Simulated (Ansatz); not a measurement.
Two G0W0 runs on As (honeycomb bilayer).

The cell holds 4 atoms: 4 As. Cell: a = 3.614 Å, b = 3.614 Å, c = 34.100 Å, α = 90.0°, β = 90.0°, γ = 120.0°. Regions: layer 1 (As-hc), 2 atoms (2 As); layer 2 (As-hc), 2 atoms (2 As). Vacuum lies along c.

```
As
1.0
     3.61402    0.00000    0.00000
    -1.80701    3.12983    0.00000
     0.00000    0.00000   34.10000
As
4
Direct
  0.33333 0.66667 0.46069
  0.66667 0.33333 0.42017
  0.00000 0.00000 0.57983
  0.66667 0.33333 0.53946
```

The structure was relaxed with PBE-D3(BJ). The runs that relaxed it are not among those shown.

The first (Ansatz 0.2.0; start PBE, 6×6×1 mesh, 568 empty bands, screening to 75 eV, PAW set soft_1 files; 4 threads of Arm Neoverse V1, shared host) gave, on its mesh: starting gap 0.62 eV, G0W0 gap 1.20 eV, mean of 1 + 4πα/V (set by the cell height) 4.04, 11 min.

The second gave: starting gap 0.62 eV, G0W0 gap 1.08 eV, mean of 1 + 4πα/V (set by the cell height) 4.18, 1.8 min.

Q: What was changed in the input? Choose among start, files, mesh, bands and cutoff, frequency model or another key.

Changed: empty bands from 568 to 229 and screening cutoff (eV) from 75.0 to 41. The starting gap stayed, which rules out the functional and points to the GW step. Other changes could give like numbers; this is the one that was made.

Limits: not at the basis limit; coarse mesh for a sheet; no spin-orbit coupling.

[Paths, hosts, dates, memory and timing lines, banners, echoed tables and standing remarks are left out of the program output.]

[Logs are printed without paths, hosts, clocks, repeated set-up lines and the standing remarks that a program may print on its own settings, such as how far it seeks lower states.]

[Runs of the session that timed out or met a known fault of the program may be left out.]

[Cells called generated may have been cut or substituted from an entry of the Crystallography Open Database or the Materials Project.]

[Hosts, paths, dates, database ids (printed as entryN), source tags and the programs' standing remarks are cut or masked in the printed files.]
